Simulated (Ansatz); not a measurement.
**NbN (111): surface energy and levels**

The task, for NbN: cut the (111) surface, relax it and get its surface energy and levels.

Method: DFT PBEsol, scalar-relativistic, plane waves, PAW, in Ansatz 0.2.0.

2 further runs of the same task are left out: 2 set aside as unsound or not needed.

## (1) The system as given

It takes space group Fm-3m (No. 225, cubic). The conventional cell has a = 4.380 Å, b = 4.380 Å, c = 4.380 Å, α = 90.00°, β = 90.00°, γ = 90.00°. Nb (site symmetry m-3m) has 6 N at 2.19 Å as nearest neighbours. N (site symmetry m-3m) has 6 Nb at 2.19 Å as nearest neighbours.

Structure file:

```
CELL_PARAMETERS angstrom
0.00000 2.19025 2.19025
2.19025 0.00000 2.19025
2.19025 2.19025 0.00000
ATOMIC_POSITIONS crystal
Nb 0.50000 0.50000 0.50000
N 0.00000 0.00000 0.00000
```

This cell was relaxed beforehand with the same method: volume 10.51 Å³/atom, gap on the mesh none (metal).

The bulk reference comes from a run made before at the same settings: -2438.1255 eV/atom.

## (2) Cutting the (111) slab

Planes are indexed in the bulk's conventional cell (Fm-3m (No. 225)), a = 4.380 Å, b = 4.380 Å, c = 4.380 Å, α = 90.00°, β = 90.00°, γ = 90.00°.

The slab is a (111) slab, 12.6 Å thick as cut, with 15 Å of vacuum; its outer planes are Nb (top) and Nb (bottom).

The slab as cut. Layers, bottom to top:

```csv
plane,atoms per cell,height over the lowest (Å)
1,Nb,0.00
2,N,1.26
3,Nb,2.53
4,N,3.79
5,Nb,5.06
6,N,6.32
7,Nb,7.59
8,N,8.85
9,Nb,10.12
10,N,11.38
11,Nb,12.65
```

## (3) Single point on the unrelaxed (111) slab

The cell repeats along c, and a dipole correction in the vacuum removes the field between the copies.

Input file input.yaml:

```yaml
crystal:
  lattice:
    - [3.0974787951, 0.0, 0.0]
    - [-1.5487393975, 2.6824953242, 0.0]
    - [0.0, 0.0, 27.6454042283]
  atoms:
    - { symbol: Nb, position: [0.3333333333, 0.6666666667, 0.2712928318] }
    - { symbol: "N", position: [0.6666666667, 0.3333333333, 0.3170342655] }
    - { symbol: Nb, position: [0.0, 0.0, 0.3627756991] }
    - { symbol: "N", position: [0.3333333333, 0.6666666667, 0.4085171327] }
    - { symbol: Nb, position: [0.6666666667, 0.3333333333, 0.4542585664] }
    - { symbol: "N", position: [0.0, 0.0, 0.5] }
    - { symbol: Nb, position: [0.3333333333, 0.6666666667, 0.5457414336] }
    - { symbol: "N", position: [0.6666666667, 0.3333333333, 0.5914828673] }
    - { symbol: Nb, position: [0.0, 0.0, 0.6372243009] }
    - { symbol: "N", position: [0.3333333333, 0.6666666667, 0.6829657345] }
    - { symbol: Nb, position: [0.6666666667, 0.3333333333, 0.7287071682] }
basis:
  ecutwfc: 420
kpoints:
  mp_grid: { grid: [12, 12, 1] }
hamiltonian:
  xc: pbesol
scf:
  occupations: { method: gaussian, width: 0.1 }
output:
  forces: true
  stress: true
  eigenvalues: true
efield:
  axis: 3
  dipole_correction: true
  ramp_width: 0.04
```

The run is started by

```console
$ ansatz run input.yaml --threads 1 --pin off --max-ram 2560MiB --backend cpu --events-out ev --progress --plain --runs-dir out
```

Output (excerpt; [...] marks lines left out):

```text
Warning: RAYON_NUM_THREADS=1 ignored (pool sized by the plan → 1); use --threads N
[...]
Pseudopotentials: kind: paw
Pseudopotential: Nb, paw, valence charge 13, recommended cutoff 420 eV (normal), Nb.paw.azcp
Pseudopotential: N, paw, valence charge 5, recommended cutoff 420 eV (normal), N.paw.azcp
Functional definition: PBEsol
[...]
Crystal: 11 atoms, lattice volume = 229.705 Å³
Basis set: ecut = 420 eV, 4473 PW (Γ), exchange–correlation on 48×48×384 points (8 copies of the dense FFT grid, shifted against one another)
Bands: 63, of which v1, the nominal top of the filled ones, is band 52 counted from 1 (51 counted from 0)
Symmetry: 6 space group operations
k-points: 19 of 144 (time reversal used)
[...]
SCF iter   1: F=—  HF=-28874.022569 eV  |F-HF|=—  |Δ(HF+E_count)|=         —  Δρ=1.13e-2  dr2=1.47e0  ethr=1.77e-3  p=0.000 e·Å  D=1.58e-13 V/Å  ΔV_dip=-0.00 eV  dr2_dipole=7.03e-6  V_vac-E_F(+/−)=5.04/5.04 eV  ⟨swp⟩=7.1  Hψ=5471  notcnv=0
[...]
SCF iter   8: F=-28873.928425 eV  HF=-28873.928425 eV  |F-HF|=3.56e-8  |Δ(HF+E_count)|=   1.37e-7  Δρ=2.52e-6  dr2=5.46e-8  ethr=9.71e-11  p=0.000 e·Å  D=1.74e-7 V/Å  ΔV_dip=-0.00 eV  dr2_dipole=1.04e-12  V_vac-E_F(+/−)=4.93/4.93 eV  ⟨swp⟩=3.7  Hψ=4993  notcnv=0
[...]
SCF converged after 8 iterations
Free energy (F): -28873.928425 eV
[...]
E sigma→0 (E₀):  -28873.908160 eV
Entropy (-TS):   -0.040530 eV (-3.685 meV/atom)
Fermi energy:    8.673677 eV
Dipole field:    D = 0.000001 V/Å  (p = 0.000002 e·Å, saw-weighted, corrected)
Work function:   Φ+ = 4.9288 eV   Φ− = 4.9288 eV
Levels:          The Fermi level and band energies are counted from a zero that moves with the ramp; work functions are not
[...]
--- Forces (eV/Å), atoms counted from 1 ---
  atom   1  Nb     0.00000000    -0.00000000     1.26540288
  atom   2  N      0.00000000     0.00000000    -0.99162461
  atom   3  Nb     0.00000000     0.00000000     0.00249593
  atom   4  N     -0.00000000    -0.00000000    -0.24084363
  atom   5  Nb    -0.00000000    -0.00000000    -0.27108958
  atom   6  N     -0.00000000     0.00000000     0.00000009
  atom   7  Nb     0.00000000     0.00000000     0.27108971
  atom   8  N      0.00000000     0.00000000     0.24084403
[...]
--- Stress (GPa, compression-positive) ---
       -3.403521       0.000000      -0.000000
        0.000000      -3.403521      -0.000000
       -0.000000      -0.000000      -2.849908
  P = ⅓ Tr σ = -3.2190 GPa (-32.190 kbar)
--- Band table (eV; the first three rows and the last of 19) ---
[...]
```

It took 37 s on 1 thread of Intel Xeon at 2.50GHz (Skylake/Cascade Lake), shared host; peak memory 0.55 GiB.

Read from this run: work function 4.93 eV.

## (4) The same system, input altered

input.yaml: that of step 3 with these lines changed.

```diff
@@ -6,3 +6,3 @@
   atoms:
-    - { symbol: Nb, position: [0.3333333333, 0.6666666667, 0.2712928318] }
+    - { symbol: NBx, position: [0.3333333333, 0.6666666667, 0.2712928318] }
     - { symbol: "N", position: [0.6666666667, 0.3333333333, 0.3170342655] }
@@ -25,6 +25,7 @@
   occupations: { method: gaussian, width: 0.1 }
+  max_iter: 100
 output:
   forces: true
+  eigenvalues: true
   stress: true
-  eigenvalues: true
 efield:
```

The run is started by

```console
$ ansatz run input.yaml --threads 1 --pin off --max-ram 2560MiB --backend cpu --events-out ev --progress --plain --runs-dir out
```

Output:

```text
Error: YAML parse error: error: line 7 column 17: `NBx` is not an element symbol (H … Og, case-exact)
 --> <input>:7:17
  |
5 |     - [0.0, 0.0, 27.6454042283]
6 |   atoms:
7 |     - { symbol: NBx, position: [0.3333333333, 0.6666666667, 0.2712928318] }
  |                 ^ `NBx` is not an element symbol (H … Og, case-exact)
8 |     - { symbol: "N", position: [0.6666666667, 0.3333333333, 0.3170342655] }
9 |     - { symbol: Nb, position: [0.0, 0.0, 0.3627756991] }
  |
```

Run time: 0.06 s. Hardware: 1 thread of Intel Xeon at 2.50GHz (Skylake/Cascade Lake), shared host; peak memory 0.024 GiB.

## (5) Diagnosis

The run ended at the input check. The line that matters: «line 7 column 17: `NBx` is not an element symbol (H … Og, case-exact)»

An atom's symbol is no element symbol as the program reads them.

Remedy: mend the symbol.

## (6) Relaxing the (111) slab

input.yaml: that of step 3 with these lines changed.

```diff
@@ -27,4 +27,7 @@
   forces: true
-  stress: true
   eigenvalues: true
+relax:
+  adjacent_minimum: "off"
+  f_tol: 0.02
+  max_steps: 60
 efield:
```

The run is started by

```console
$ ansatz run input.yaml --threads 1 --pin off --max-ram 2560MiB --backend cpu --events-out ev --progress --plain --runs-dir out
```

Output:

```text
Warning: RAYON_NUM_THREADS=1 ignored (pool sized by the plan → 1); use --threads N
Engine: ansatz 0.2.0, x86_64-unknown-linux-gnu
Pseudopotentials: kind: paw
Pseudopotential: Nb, paw, valence charge 13, recommended cutoff 420 eV (normal), Nb.paw.azcp
Pseudopotential: N, paw, valence charge 5, recommended cutoff 420 eV (normal), N.paw.azcp
Functional definition: PBEsol
  exchange = pbesol_x
  correlation = pbesol_c
Crystal: 11 atoms, lattice volume = 229.705 Å³
Basis set: ecut = 420 eV, 4473 PW (Γ), exchange–correlation on 48×48×384 points (8 copies of the dense FFT grid, shifted against one another)
Bands: 63, of which v1, the nominal top of the filled ones, is band 52 counted from 1 (51 counted from 0)
Symmetry: 6 space group operations
k-points: 19 of 144 (time reversal used)
Non-local potential: Nb, projectors of the file, l = 0: 3, l = 1: 2, l = 2: 2, l = 3: 1
Non-local potential: N, projectors of the file, l = 0: 2, l = 1: 2, l = 2: 1
PAW form: soft (Blöchl's): semilocal exchange-correlation on the pseudo side does not see the compensation charge
PAW frozen core: Nb, regenerated for the run's functional, and the local potential with it (the file was generated under x = pbe(κ = 0.804, μ = 0.2195149727645171), c = pbe(β = 0.06672455060314922))
PAW frozen core: N, regenerated for the run's functional, and the local potential with it (the file was generated under x = pbe(κ = 0.804, μ = 0.2195149727645171), c = pbe(β = 0.06672455060314922))
PAW one-centre angular grid: Nb, 590 points (default); XC on 64 Gauss nodes
PAW one-centre angular grid: N, 110 points (default); XC on 64 Gauss nodes
Initial density: superposition of atomic densities (neutral atoms: chi_scale 0, normalization atom), corrected by the library's trained network
Initial wavefunctions: pseudopotential atomic-orbital guess
Functional: x = pbesol(κ = 0.804, μ = 0.12345679012345678), c = pbesol(β = 0.046)
SCF iter   1: F=—  HF=-28874.022568 eV  |F-HF|=—  |Δ(HF+E_count)|=         —  Δρ=1.13e-2  dr2=1.47e0  ethr=1.77e-3  p=0.000 e·Å  D=2.49e-13 V/Å  ΔV_dip=-0.00 eV  dr2_dipole=7.03e-6  V_vac-E_F(+/−)=5.04/5.04 eV  ⟨swp⟩=7.1  Hψ=5471  notcnv=0
efield: sawtooth ramp at fractional position 0.9800 (placed from the atoms, in the widest stretch of the axis that holds none; the zero of the levels goes with the place), width 0.0400; the density the first Hamiltonian is built on has a dipole p = 0.000 e·Å; the dipole correction subtracts the counter field D = 2.49e-13 V/Å, which shifts the + side's vacuum level by -0.00 eV against the − side's; the planar-averaged density in the ramp window peaks in size at 6.3e-5 e/Å³
preconditioner: auto → LDOS  [metal: Δε(μ)=0.042 eV  Ē_g=8.135 eV  σ=0.100 eV  W_gap=0.23  n_scr=50 (ndim 8)  ℏωp=18.2 eV  f_vac=0.404  D(μ)=7.08/eV (n_scr^D=38)  β→1.0]
SCF iter   2: F=—  HF=-28873.938454 eV  |F-HF|=—  |Δ(HF+E_count)|=   8.41e-2  Δρ=4.99e-3  dr2=5.66e-2  ethr=1.42e-3  p=0.000 e·Å  D=2.61e-5 V/Å  ΔV_dip=-0.00 eV  dr2_dipole=2.50e-5  V_vac-E_F(+/−)=4.93/4.93 eV  ⟨swp⟩=2.4  Hψ=1912  notcnv=0  defer=62
SCF iter   3: F=—  HF=-28873.928700 eV  |F-HF|=—  |Δ(HF+E_count)|=   9.75e-3  Δρ=1.13e-3  dr2=1.08e-2  ethr=5.50e-5  p=0.000 e·Å  D=3.71e-6 V/Å  ΔV_dip=-0.00 eV  dr2_dipole=1.13e-7  V_vac-E_F(+/−)=4.96/4.96 eV  ⟨swp⟩=2.9  Hψ=2082  notcnv=0  defer=67
SCF iter   4: F=—  HF=-28873.928010 eV  |F-HF|=—  |Δ(HF+E_count)|=   6.90e-4  Δρ=3.58e-4  dr2=6.08e-4  ethr=1.05e-5  p=0.000 e·Å  D=3.42e-6 V/Å  ΔV_dip=-0.00 eV  dr2_dipole=5.04e-9  V_vac-E_F(+/−)=4.94/4.94 eV  ⟨swp⟩=2.0  Hψ=1306  notcnv=0  defer=67
SCF iter   5: F=—  HF=-28873.928424 eV  |F-HF|=—  |Δ(HF+E_count)|=   4.14e-4  Δρ=9.78e-5  dr2=2.50e-5  ethr=5.91e-7  p=0.000 e·Å  D=1.66e-6 V/Å  ΔV_dip=-0.00 eV  dr2_dipole=1.05e-10  V_vac-E_F(+/−)=4.93/4.93 eV  ⟨swp⟩=2.1  Hψ=1834  notcnv=0  defer=58
iter 6 did not close the SCF: its close was put off until two iterations running show no level that it waits for move by more than its bar (scf_convergence_deferred on its scf_iter line)
SCF iter   6: F=-28873.928425 eV  HF=-28873.928424 eV  |F-HF|=1.99e-7  |Δ(HF+E_count)|=   3.45e-7  Δρ=2.12e-5  dr2=1.14e-6  ethr=9.71e-9  p=0.000 e·Å  D=1.02e-6 V/Å  ΔV_dip=-0.00 eV  dr2_dipole=3.81e-11  V_vac-E_F(+/−)=4.93/4.93 eV  ⟨swp⟩=14.2  Hψ=6238  notcnv=0
SCF iter   7: F=-28873.928425 eV  HF=-28873.928425 eV  |F-HF|=3.99e-8  |Δ(HF+E_count)|=   4.62e-7  Δρ=6.49e-6  dr2=3.19e-7  ethr=1.10e-9  p=0.000 e·Å  D=4.63e-7 V/Å  ΔV_dip=-0.00 eV  dr2_dipole=1.63e-11  V_vac-E_F(+/−)=4.93/4.93 eV  ⟨swp⟩=2.9  Hψ=3886  notcnv=0
SCF 1 converged in 7 iterations: F = -28873.928425 eV  dr2 = 3.19e-7
relax step   1: F+E_penalty+E_count = -28873.92842479 eV  Δ(F+E_penalty+E_count) = +0.000e0 eV  max|allowed force component| = 1.265e0 eV/Å  Δτ_max = 0.0000 Å  (7 SCF iters, dr2 threshold 1.00e-5 eV, accepted)
[... 12 lines left out ...]
relax step   2: F+E_penalty+E_count = -28874.09596047 eV  Δ(F+E_penalty+E_count) = -1.675e-1 eV  max|allowed force component| = 5.383e-1 eV/Å  Δτ_max = 0.1292 Å  (6 SCF iters, dr2 threshold 1.00e-4 eV, accepted)
[... 9 lines left out ...]
relax step   3: F+E_penalty+E_count = -28874.13620143 eV  Δ(F+E_penalty+E_count) = -4.024e-2 eV  max|allowed force component| = 2.422e-1 eV/Å  Δτ_max = 0.0727 Å  (5 SCF iters, dr2 threshold 1.81e-5 eV, accepted)
[... 7 lines left out ...]
relax step   4: F+E_penalty+E_count = -28874.14172836 eV  Δ(F+E_penalty+E_count) = -5.527e-3 eV  max|allowed force component| = 5.385e-2 eV/Å  Δτ_max = 0.0199 Å  (4 SCF iters, dr2 threshold 1.06e-5 eV, accepted)
[... 9 lines left out ...]
relax step   5: F+E_penalty+E_count = -28874.14174259 eV  Δ(F+E_penalty+E_count) = -1.424e-5 eV  max|allowed force component| = 5.140e-2 eV/Å  Δτ_max = 0.0088 Å  (6 SCF iters, accepted)
[... 8 lines left out ...]
relax step   6: F+E_penalty+E_count = -28874.14202568 eV  Δ(F+E_penalty+E_count) = -2.831e-4 eV  max|allowed force component| = 7.188e-3 eV/Å  Δτ_max = 0.0054 Å  (5 SCF iters, accepted)
SCF converged after 5 iterations
Free energy (F): -28874.142026 eV
Harris-Foulkes:  -28874.142026 eV  (|F-HF|=6.48e-9)
Internal energy: -28874.109413 eV  (E = F + TS)
E sigma→0 (E₀):  -28874.125719 eV
Entropy (-TS):   -0.032612 eV (-2.965 meV/atom)
Fermi energy:    8.677499 eV
Dipole field:    D = -0.000001 V/Å  (p = -0.000002 e·Å, saw-weighted, corrected)
Work function:   Φ+ = 4.8987 eV   Φ− = 4.8986 eV
Levels:          The Fermi level and band energies are counted from a zero that moves with the ramp; work functions are not
--- Per-component energies (eV) ---
  E_band       = -1308.749301
  E_kinetic    = 3033.318621
  E_local      = -126568.476878  (includes V_loc(G=0)·N_el)
  E_nonlocal   = 950.260787
  E_hartree    = 61841.125981
  E_xc         = -1349.506149
  E_vxc        = -1662.034633  (∫ρ·V_xc dr)
  E_paw        = -18716.147797  (= ΣΔE_a)
  E_vpaw       = -744.086559  (= ΣTr[D̂ρ^β])
  E_aug_tail   = 0.000486  (compensation charges beyond the density's cutoff)
  E_efield     = 0.000000  (sawtooth field / dipole correction)
  E_vefield    = 0.000000  (∫n·V_field dr)
  E_ewald      = 51934.042788
  E_core_change = 1.272748  (= ΣΔE_core)
  E_smearing   = -0.032612  (= −TS)
  E_closure    = 0.000000  (closes the sum)
  Σ components = -28874.142026   (vs F -28874.142026, Δ=0.00e0)
--- Forces (eV/Å), atoms counted from 1 ---
  atom   1  Nb     0.00000000    -0.00000000     0.00718747
  atom   2  N      0.00000000     0.00000000    -0.00017709
  atom   3  Nb     0.00000000     0.00000000    -0.00601655
  atom   4  N      0.00000000    -0.00000000     0.00038299
  atom   5  Nb    -0.00000000    -0.00000000    -0.00317440
  atom   6  N      0.00000000     0.00000000     0.00000019
  atom   7  Nb     0.00000000     0.00000000     0.00317458
  atom   8  N      0.00000000     0.00000000    -0.00038303
  atom   9  Nb    -0.00000000    -0.00000000     0.00601691
  atom  10  N     -0.00000000    -0.00000000     0.00017669
  atom  11  Nb     0.00000000     0.00000000    -0.00718782
  max |Σ_I F_I| component: 6.72e-8 eV/Å
--- Band table (eV; the first three rows and the last of 19) ---
  k-point 0: bands = ["-47.5634", "-47.5598", "-47.4493", "-47.3828", "-46.7486", "-46.7486", "-24.2549", "-24.1140", "-23.7958", "-23.4034", "-23.3592", "-23.3592", "-23.3583", "-23.3583", "-23.2355", "-23.2355", "-23.1902", "-23.1902", "-22.9194", "-22.9077", "-22.5052", "-22.5052", "-22.5052", "-22.5052", "-8.7288", "-8.3872", "-7.7793", "-7.1058", "-6.5550", "-0.2909", "0.3187", "1.4310", "1.6938", "1.6938", "1.9000", "1.9000", "2.5757", "2.5757", "2.9154", "3.6103", "3.6103", "4.3385", "4.6458", "4.6458", "6.6956", "6.8341", "6.8341", "7.2801", "7.2801", "7.4904", "7.7588", "7.7711", "8.0701", "8.0701", "8.2292", "8.7433", "8.7433", "8.9999", "9.1565", "9.1565", "9.6849", "9.8006", "9.8006"]
[... 3 lines left out ...]
--- Relaxed structure (6 steps of the walk, 6 accepted, 0 SCFs on fresh bases) ---
  F+E_penalty+E_count = -28874.14202568 eV   max|allowed force component| = 7.188e-3 eV/Å
  atoms:
    - { symbol: Nb, position: [0.33333333333333326, 0.6666666666666666, 0.274788339509155] }
    - { symbol: N, position: [0.6666666666666666, 0.3333333333333333, 0.3148090306796874] }
    - { symbol: Nb, position: [-8.97189685664221e-19, -8.971896856639317e-19, 0.361207431871969] }
    - { symbol: N, position: [0.33333333333333326, 0.6666666666666666, 0.40674549240277713] }
    - { symbol: Nb, position: [0.6666666666666666, 0.3333333333333333, 0.4541047194197705] }
    - { symbol: N, position: [-1.0326346610287955e-24, -1.0326342931011382e-24, 0.49999999819497903] }
    - { symbol: Nb, position: [0.33333333333333326, 0.6666666666666666, 0.5458952792362664] }
    - { symbol: N, position: [0.6666666666666666, 0.3333333333333333, 0.5932545061828476] }
    - { symbol: Nb, position: [8.97189106029033e-19, 8.971891060290776e-19, 0.6387925671148442] }
    - { symbol: N, position: [0.33333333333333326, 0.6666666666666666, 0.6851909714772604] }
    - { symbol: Nb, position: [0.6666666666666666, 0.3333333333333333, 0.7252116639104441] }
```

Wall time 4.7 min (1 thread of Intel Xeon at 2.50GHz (Skylake/Cascade Lake), shared host); peak memory 0.57 GiB.

Relaxation path:

| step | energy from step 1 (eV/cell) | largest force component (eV/Å) |
| --- | --- | --- |
| 1 | 0.0000 | 1.2654 |
| 2 | -0.1675 | 0.5383 |
| 3 | -0.2078 | 0.2422 |
| 4 | -0.2133 | 0.0538 |
| 5 | -0.2133 | 0.0514 |
| 6 | -0.2136 | 0.0072 |

Step 1 is the start.

This gives work function 4.90 eV.

Plane-averaged electrostatic potential energy of an electron across the slab, counted from the Fermi level:

(z (Å), V (eV)): (1.73, 4.90), (2.30, 4.90), (2.59, 4.90), (3.17, 4.90), (3.74, 4.89), (4.32, 4.87), (4.61, 4.83), (5.18, 4.65), (5.76, 3.94), (6.05, 3.08), (6.62, -1.48), (7.20, -15.31), (7.78, -20.03), (8.06, -15.48), (8.64, -11.56), (9.22, -10.12), (9.50, -14.89), (10.08, -21.69), (10.65, -11.28), (11.23, -10.31), (11.52, -9.26), (12.09, -15.19), (12.67, -21.33), (12.96, -16.51), (13.53, -9.60), (14.11, -9.60), (14.69, -16.51), (14.97, -21.33), (15.55, -15.19), (16.13, -9.26), (16.41, -10.31), (16.99, -11.28), (17.57, -21.69), (18.14, -14.89), (18.43, -10.12), (19.01, -11.56), (19.58, -15.48), (19.87, -20.03), (20.45, -15.31), (21.02, -1.48), (21.60, 3.08), (21.89, 3.94), (22.46, 4.65), (23.04, 4.83), (23.33, 4.87), (23.90, 4.89), (24.48, 4.90), (25.05, 4.90), (25.34, 4.90), (25.92, 4.90)

## (7) Surface energy and levels of (111)

|  | as cut | relaxed |
| --- | --- | --- |
| work function | 4.93 eV | 4.90 eV |
| dipole along +c (e·Å/cell) | 0.000 | 0.000 |

Spacings of the planes, from the bottom up:

```csv
plane,atoms,"spacing to the next, as cut (Å)",relaxed (Å),change (%),rumpling (Å)
1,Nb,1.265,1.106,-12.5,0.000
2,N,1.265,1.283,+1.4,0.000
3,Nb,1.265,1.259,-0.4,0.000
4,N,1.265,1.309,+3.5,0.000
5,Nb,1.265,1.269,+0.3,0.000
6,N,1.265,1.269,+0.3,0.000
7,Nb,1.265,1.309,+3.5,0.000
8,N,1.265,1.259,-0.4,0.000
9,Nb,1.265,1.283,+1.4,0.000
10,N,1.265,1.106,-12.5,0.000
11,Nb,,,,0.000
```

## (8) Results

| quantity | value |
| --- | --- |
| slab (111), cut with Nb on top | not stoichiometric |
| work function, (111), cut with Nb on top | 4.90 eV |

On (111) the top spacing contracts by 12.5 %, and relaxation gains 0.210 J/m² a face. The slab's composition (Nb6N5) differs from the bulk's, so its surface energy depends on the chemical potentials and is not given. Spin polarisation is off in the runs that give these values; a magnetic solution could lie lower.
